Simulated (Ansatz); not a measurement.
# What LaGaS3 (model cell, started as cubic perovskite with Ga in the octahedra) distorts into, part 3 of 3

Wanted: the energy along a soft mode of LaGaS3 (model cell, started as cubic perovskite with Ga in the octahedra) and the structure at the end.

Ansatz 0.2.0; DFT PBEsol, scalar-relativistic, plane waves, PAW; PAW set soft_1.

So far. Step 5 (Energy along the mode, all amplitudes (two of the runs …): The lowest of the steps tried is at 0.45 Å, 141 meV/atom below the parent; the bottom of the well need not coincide with a step. Step 7 (The new phase in its own primitive cell): The largest force component left is 0.11 meV/Å and the pressure is 0.004 GPa, within the tolerances set. The cell now holds 20.55 Å³/atom. The relaxed cell has a = 6.850, c = 15.170 Å (conventional setting).

The structure was built from a prototype and need not be the compound's stable phase.

**8. Modes of the new phase, k-mesh 6×6×6, occupations fixed**

A relaxed structure may still be a saddle point, so its zone-centre modes are computed. The response to a homogeneous field gives the Born charges and the dielectric tensor.

File input.yaml:

```yaml
crystal:
  lattice:
    - [3.4251140908, 1.9774905423, 5.056606617]
    - [-3.4251140908, 1.9774905423, 5.056606617]
    - [0.0, -3.9549810846, 5.056606617]
  atoms:
    - { symbol: La, position: [0.25, 0.25, 0.25] }
    - { symbol: La, position: [0.75, 0.75, 0.75] }
    - { symbol: Ga, position: [0.5, 0.5, 0.5] }
    - { symbol: Ga, position: [0.0, 0.0, 0.0] }
    - { symbol: S, position: [0.8382002443, 0.25, 0.6617997557] }
    - { symbol: S, position: [0.1617997557, 0.75, 0.3382002443] }
    - { symbol: S, position: [0.3382002443, 0.1617997557, 0.75] }
    - { symbol: S, position: [0.6617997557, 0.8382002443, 0.25] }
    - { symbol: S, position: [0.75, 0.3382002443, 0.1617997557] }
    - { symbol: S, position: [0.25, 0.6617997557, 0.8382002443] }
kpoints:
  mp_grid: { grid: [6, 6, 6] }
hamiltonian:
  xc: pbesol
  pseudopotentials: { kind: paw, azcp: { folder: soft_1 }, xc_functional: pbe }
scf:
  occupations: { method: fixed }
output:
  eigenvalues: true
phonons:
  method: dfpt
  dielectric: true
  rigid_motions: translations
```

Command:

```bash
$ ansatz run input.yaml --threads 8 --pin off --max-ram 16384MiB --backend cpu --events-out ev --progress --plain --runs-dir out
```

Numbers of over 12 decimals in the logs are rounded to 6 here.

The program printed:

```text
[...]
Crystal: 10 atoms, lattice volume = 205.494 Å³
Basis set: ecut = 420 eV, 4043 PW (Γ), exchange–correlation on 96×96×96 points (8 copies of the dense FFT grid, shifted against one another)
Bands: 52, of which v1, the nominal top of the filled ones, is band 42 counted from 1 (41 counted from 0)
Symmetry: 12 space group operations
k-points: 112 of 216 (irreducible under 1 space group operation, time reversal used)
[...]
SCF iter   1: F=—  HF=-25133.797563 eV  |F-HF|=—  |Δ(HF+E_count)|=         —  Δρ=4.76e-2  dr2=9.16e0  ethr=3.10e-3  ⟨swp⟩=5.5  Hψ=22162  notcnv=0  defer=146
[...]
SCF iter  11: F=-25131.918121 eV  HF=-25131.918121 eV  |F-HF|=1.82e-11  |Δ(HF+E_count)|=  1.24e-10  Δρ=1.66e-7  dr2=5.27e-11  ethr=1.00e-12  ⟨swp⟩=22.0  Hψ=57001  notcnv=0
SCF 1 converged in 11 iterations: F = -25131.918121 eV  dr2 = 5.27e-11
[...]
NSCF: frozen V_eff on 6 k-points
DFPT response loops at Γ: preconditioner auto → Resta (q_TF=auto, 2.350 Å⁻¹)  ε∞=11.5 (no band partly filled); β = 1.00, the filter's whole step (`scf.mixing.beta` (0.50) is not read by the response loops at its default; to damp them type it under 1.00, their step now; it binds the ground state too); Broyden in place of MSR1
── the response to a field inside a basis, on 10×10×10 k-points: an SCF that follows is theirs, and a resumed run solves both again ──
Bands: 43, of which v1, the nominal top of the filled ones, is band 42 counted from 1 (41 counted from 0)
k-points: 110 of 1000
[...]
Eigensolver: Dense (110 Hₖ)
SCF iter   1: F=—  HF=-25131.613620 eV  |F-HF|=—  |Δ(HF+E_count)|=         —  Δρ=4.41e-4  dr2=1.76e-4  ethr=1.00e-1
[...]
SCF iter   5: F=-25131.613647 eV  HF=-25131.613647 eV  |F-HF|=7.77e-9  |Δ(HF+E_count)|=   2.20e-7  Δρ=4.45e-6  dr2=5.85e-8  ethr=4.76e-10
SCF 1 converged in 5 iterations: F = -25131.613647 eV  dr2 = 5.85e-8
[...]
WARN: field response: inside a basis, on 10×10×10 points, no mesh in reach settles it: take ε∞, Z* and everything formed from them with what they may err, as stated (eps_inf_uncertainty, zstar_uncertainty_e), and compare with field_mesh: kpoints on a denser kpoints.mp_grid
WARN: field response: ε∞ stands inside a basis, on 10×10×10 points; the force constants stand on the 6×6×6 k-mesh, whose period is 13.58 times the interband length at k = (0.0000, 0.0000, 0.0000), direct gap 0.455 eV, under 14: take them and everything formed from them as unconverged, and compare with a denser kpoints.mp_grid
SCF converged after 11 iterations
Free energy (F): -25131.918121 eV
[...]
Internal energy: -25131.918121 eV  (E = F + TS)
E sigma→0 (E₀):  -25131.918121 eV
Fermi energy:    9.230104 eV
[...]
--- Band table (eV; the first three rows and the last of 112) ---
  k-point 0: bands = [... 38 lower, 8.2177, 8.7067, 8.7067, 9.2301, 9.6846, 11.2188, 11.4476, 11.4476, ... 6 higher]
  k-point 1: bands = [... 38 lower, 8.2072, 8.5944, 8.6527, 9.0976, 9.7533, 11.2869, 11.4508, 11.4545, ... 6 higher]
  k-point 2: bands = [... 38 lower, 8.1373, 8.1599, 8.6887, 8.9386, 10.0575, 11.1733, 11.4473, 11.4693, ... 6 higher]
  k-point 111: bands = [... 38 lower, 7.5882, 7.5882, 7.5882, 7.5882, 10.7427, 10.7427, 11.5900, 11.5900, ... 6 higher]
--- Phonons (Γ-DFPT): 6 representative perturbations + reference, on 112 of 216 k-points (Σ response iterations 26) ---
  k mesh reduced under 1 symmetry operation, with k and −k counted as one. Each operation leaves every solved perturbation unchanged. A smaller set is not considered because the run solves the response to a homogeneous field
  ASR residual: 2.149e-4 → 0.000e0 eV/Å²; symmetrization residual: 2.354e-5 eV/Å²
  ASR residual per site (eV/Å²): 7.22e-5 7.22e-5 2.15e-4 2.15e-4 1.01e-4 1.01e-4 1.07e-4 1.07e-4 1.01e-4 1.01e-4
  Γ frequencies (cm⁻¹): -43.12 -43.12 -24.81 0.00 0.00 0.00 28.41 28.41 38.96 74.28 74.28 85.76 118.41 118.41 139.12 183.98 186.67 186.67 198.68 198.68 222.87 232.48 232.48 243.76 283.09 284.01 284.01 341.23 341.23 353.89
  ε∞ (high-frequency dielectric tensor):
       10.806744    -0.000000     0.000000
       -0.000000    10.806744    -0.000000
        0.000000    -0.000000    11.634839
  softest optical mode at Γ: -43.12 cm⁻¹; the repairs (sum rule, projections) moved no ω² at Γ by more than (2.63 cm⁻¹)²
  Born effective charges Z* (e; rows j = field, columns β = displacement):
    site 0:
         4.68826   -0.00000   -0.00000
         0.00000    4.68826   -0.00000
         0.00000   -0.00000    3.96525
    site 1:
         4.68826   -0.00000   -0.00000
         0.00000    4.68826   -0.00000
         0.00000   -0.00000    3.96525
    site 2:
         4.34079    0.43759   -0.00000
        -0.43759    4.34079   -0.00000
         0.00000   -0.00000    3.79258
    site 3:
         4.34079   -0.43759    0.00000
         0.43759    4.34079   -0.00000
        -0.00000   -0.00000    3.79258
    site 4:
        -3.02911    0.03364   -0.17418
         0.03364   -2.99026    0.10056
        -0.68637    0.39628   -2.58594
    site 5:
        -3.02911    0.03364   -0.17418
         0.03364   -2.99026    0.10056
        -0.68637    0.39628   -2.58594
    site 6:
        -2.97084    0.00000    0.00000
         0.00000   -3.04853   -0.20112
         0.00000   -0.79255   -2.58594
    site 7:
        -2.97084    0.00000   -0.00000
         0.00000   -3.04853   -0.20112
         0.00000   -0.79255   -2.58594
    site 8:
        -3.02911   -0.03364    0.17418
        -0.03364   -2.99026    0.10056
         0.68637    0.39628   -2.58594
    site 9:
        -3.02911   -0.03364    0.17418
        -0.03364   -2.99026    0.10056
         0.68637    0.39628   -2.58594
  Z* charge neutrality: 1.575e-2 e pre-enforcement
  solved inside a basis spanned on kpoints, on 10×10×10 k-points, which do not settle them: ε∞ is read to err by 1.4e-1, Z* by 6.1e-2 e (field_mesh: kpoints solves on kpoints); Z* is corrected for what the basis lacks
  optical modes at Γ without the LO–TO term, one row a degenerate level:
      ω (cm⁻¹)  modes    IR ((D/Å)²/amu)
        -43.12      2            25.2630
        -24.81      1            24.8660
         28.41      2             0.0000
         38.96      1             0.0000
         74.28      2             2.6716
         85.76      1             1.5391
        118.41      2             0.0000
[...]
optical modes at Γ + LO–TO along q̂ = [1.0000, 0.0000, 0.0000]:
      ω (cm⁻¹)  modes    IR ((D/Å)²/amu)
[...]
optical modes at Γ + LO–TO along q̂ = [0.0000, 1.0000, 0.0000]:
      ω (cm⁻¹)  modes    IR ((D/Å)²/amu)
[...]
optical modes at Γ + LO–TO along q̂ = [0.0000, 0.0000, 1.0000]:
      ω (cm⁻¹)  modes    IR ((D/Å)²/amu)
[...]
129.70      1            11.4300
        139.12      1             0.0000
        183.98      1             0.0000
        186.67      2            12.7808
        198.68      2             0.0000
        222.87      1             0.0000
        232.48      2            73.5926
        283.09      1             0.0000
        284.01      2             0.0000
        289.99      1            34.4766
        341.23      2             3.8956
        353.89      1             0.0000
```

The job ended after 5.7 min (8 threads of Arm Neoverse V1, shared host; peak memory 5.6 GiB; 43 min of CPU time).

Numbers from this step:

```yaml
sum_rule_residual_before_enforcement: 2.15e-4 eV/Å²
miss_of_the_charge_sum_rule: 0.01575 e
estimated_error_of_the_dielectric_tensor: 0.1356
estimated_error_of_the_born_charges: 0.06062 e
point_group: -3m
highest_optical_mode_at_the_zone_centre_no_lo_to_term: 353.9 cm⁻¹
lowest_optical_zone_centre_mode: -43.12 cm⁻¹
mean_high_frequency_dielectric_constant: 11.08
largest_born_charge_third_of_the_trace: 4.447 e
top_of_the_zone_centre_spectrum_with_the_field: 353.9 cm⁻¹
```

Patterns of degenerate modes are one choice out of their space. The modes at Γ (shares of kinetic energy by element, %) (negative means imaginary):

```csv
mode,frequency (cm⁻¹),symmetry,La %,Ga %,S %
1,-43.1,Eu,5,4,92
2,-43.1,Eu,5,4,92
3,-24.8,A2u,31,1,68
4,0.0,acoustic,46,23,32
5,0.0,acoustic,46,23,32
6,0.0,acoustic,46,23,32
7,28.4,Eg,33,0,67
8,28.4,Eg,33,0,67
9,39.0,A2g,98,0,2
10,74.3,Eu,27,66,7
11,74.3,Eu,27,66,7
12,85.8,A2u,24,63,14
13,118.4,Eg,62,0,38
14,118.4,Eg,62,0,38
15,139.1,A2g,2,0,98
16,184.0,A1u,0,97,3
17,186.7,Eu,14,69,17
18,186.7,Eu,14,69,17
19,198.7,Eg,0,0,100
20,198.7,Eg,0,0,100
21,222.9,A1g,0,0,100
22,232.5,Eu,8,32,60
23,232.5,Eu,8,32,60
24,243.8,A2u,0,13,87
25,283.1,A1u,0,3,97
26,284.0,Eg,5,0,95
27,284.0,Eg,5,0,95
28,341.2,Eu,1,7,93
29,341.2,Eu,1,7,93
30,353.9,A2g,0,0,100
```

Displacements in mode 1 (-43.1 cm⁻¹), the largest set to 1:
```
La1 -0.04  0.17  0.00
La2 -0.04  0.17  0.00
Ga3 -0.15  0.17  0.00
Ga4  0.06  0.22  0.00
S5   0.54 -0.25 -0.69
S6   0.54 -0.25 -0.69
S7  -0.02 -0.86  1.00
S8  -0.02 -0.86  1.00
S9  -0.27 -0.07 -0.31
S10 -0.27 -0.07 -0.31
```

Displacements in mode 28 (341.2 cm⁻¹), the largest set to 1:
```
La1  0.11  0.00  0.00
La2  0.11  0.00  0.00
Ga3 -0.38 -0.17  0.00
Ga4 -0.38  0.17  0.00
S5   0.65 -0.91  1.00
S6   0.65 -0.91  1.00
S7  -0.93  0.00  0.00
S8  -0.93  0.00  0.00
S9   0.65  0.91 -1.00
S10  0.65  0.91 -1.00
```

High-frequency dielectric tensor, which the program warns is not settled by the k meshes in reach. Tensor:

```csv
,x,y,z
x,10.81,0,0
y,0,10.81,0
z,0,0,11.63
```

Optical modes at the zone centre, without and with the macroscopic field of the longitudinal modes; each column is sorted by frequency, so a row need not hold one and the same mode. Modes with and without the field, by row:

| rank among optical modes | no field (cm⁻¹) | q along (1, 0, 0) (cm⁻¹) | q along (0, 0, 1) (cm⁻¹) |
| --- | --- | --- | --- |
| 1 | -43.1 | -43.1 | -43.1 |
| 2 | -43.1 | -24.8 | -43.1 |
| 3 | -24.8 | 28.4 | 28.4 |
| 4 | 28.4 | 28.4 | 28.4 |
| 5 | 28.4 | 39 | 39 |
| 6 | 39 | 55.8 | 74.3 |
| 7 | 74.3 | 74.3 | 74.3 |
| 8 | 74.3 | 85.8 | 81 |
| 9 | 85.8 | 86 | 118.4 |
| 10 | 118.4 | 118.4 | 118.4 |
| 11 | 118.4 | 118.4 | 129.7 |
| 12 | 139.1 | 139.1 | 139.1 |
| 13 | 184 | 184 | 184 |
| 14 | 186.7 | 186.7 | 186.7 |
| 15 | 186.7 | 192.6 | 186.7 |
| 16 | 198.7 | 198.7 | 198.7 |
| 17 | 198.7 | 198.7 | 198.7 |
| 18 | 222.9 | 222.9 | 222.9 |
| 19 | 232.5 | 232.5 | 232.5 |
| 20 | 232.5 | 243.8 | 232.5 |
| 21 | 243.8 | 283.1 | 283.1 |
| 22 | 283.1 | 284 | 284 |
| 23 | 284 | 284 | 284 |
| 24 | 284 | 309.2 | 290 |
| 25 | 341.2 | 341.2 | 341.2 |
| 26 | 341.2 | 350.1 | 341.2 |
| 27 | 353.9 | 353.9 | 353.9 |

Born charge (rows field, columns displacement) (e), principal values of the symmetric part by kind of site:

| atom | atoms with these values | low | middle | high | mean |
| --- | --- | --- | --- | --- | --- |
| La1 | 2 | 3.97 | 4.69 | 4.69 | 4.45 |
| Ga3 | 2 | 3.79 | 4.34 | 4.34 | 4.16 |
| S5 | 6 | -3.37 | -2.97 | -2.27 | -2.87 |

In full for La1:

```
4.69 0.00 0.00
0.00 4.69 0.00
0.00 0.00 3.97
```

Transverse modes; imaginary modes are left out. Lines of the infrared spectrum (strongest = 100):

| position (cm⁻¹) | relative intensity |
| --- | --- |
| 28 | 0.0 |
| 39 | 0.0 |
| 74 | 3.6 |
| 86 | 2.1 |
| 118 | 0.0 |
| 139 | 0.0 |
| 184 | 0.0 |
| 187 | 17 |
| 199 | 0.0 |
| 223 | 0.0 |
| 232 | 100 |
| 244 | 27 |
| 283 | 0.0 |
| 284 | 0.0 |
| 341 | 5.3 |
| 354 | 0.0 |

Before it was imposed, the acoustic sum rule was missed by 2.1e-4 eV/Å² and the charge sum rule by 0.016 e. Small misses are needed for a sound result but don't prove that mesh and cutoff are converged. The lowest optical mode is imaginary, 43.1i cm⁻¹, so the energy falls along it.

The log warns of the k mesh: “the force constants stand on the 6×6×6 k-mesh, whose period is 13.58 times the interband length at k = (0.0000, 0.0000, 0.0000), direct gap 0.455 eV, under 14: take them and everything formed from them as unconverged”.

**9. What came out**

* unstable mode of the parent: q = (-0.5, -0.5, -0.5), 185i cm⁻¹
* depth at the lowest point sampled: 141 meV/atom
* largest atomic shift at that point: 0.45 Å
* space group reached (within 0.01 Å): R-3c
* energy gained over the parent (first relaxation, on the mesh of the frozen mode): 178 meV/atom
* volume per atom, phase reached: 20.5 Å³
* gap on the k-mesh, phase reached: 0.455 eV
* lowest optical zone-centre mode, phase reached: -43.1 cm⁻¹
* highest optical mode at the zone centre (no LO-TO term), phase reached: 354 cm⁻¹

In words: Along this mode the structure falls into R-3c, 178 meV/atom below the parent. At the parent's cell the well is 141.0 meV/atom deep on the steps tried, with its lowest point at a shift of 0.45 Å. Relaxing atoms and cell changes the gain by +37.12 meV/atom against the lowest step (energies at zero smearing). The new phase still has an imaginary mode at the zone centre of its cell, so it is a saddle point on the way to a lower structure. Of the 4 patterns followed to their end from this parent, this one reaches the lowest energy. Each path keeps the symmetry of its pattern, so a lower phase may lie along a pattern not tried. With the field response the log warns that the k mesh is coarse for the force constants too, so the frequencies may not be converged. With no gap, or one that is small against the smearing, the frequencies hang on the k mesh and the smearing, most of all near Kohn anomalies. In at least one run the field response is not settled by the k meshes in reach, so its dielectric tensor, Born charges and longitudinal modes are rough. Spin-orbit coupling is left out, which can matter for the heavy elements here. The PAW files were made for PBE and serve the other functionals too. A phonon run warned that its eigensolver left some bands unconverged in a pass. The starting cell was built on a prototype and not taken from a measurement, so the phase need not exist.

[Logs are printed without paths, hosts, clocks, repeated set-up lines and the standing remarks that a program may print on its own settings, such as how far it seeks lower states.]

[Hosts, paths, dates, database ids (printed as entryN), source tags and the programs' standing remarks are cut or masked in the printed files.]
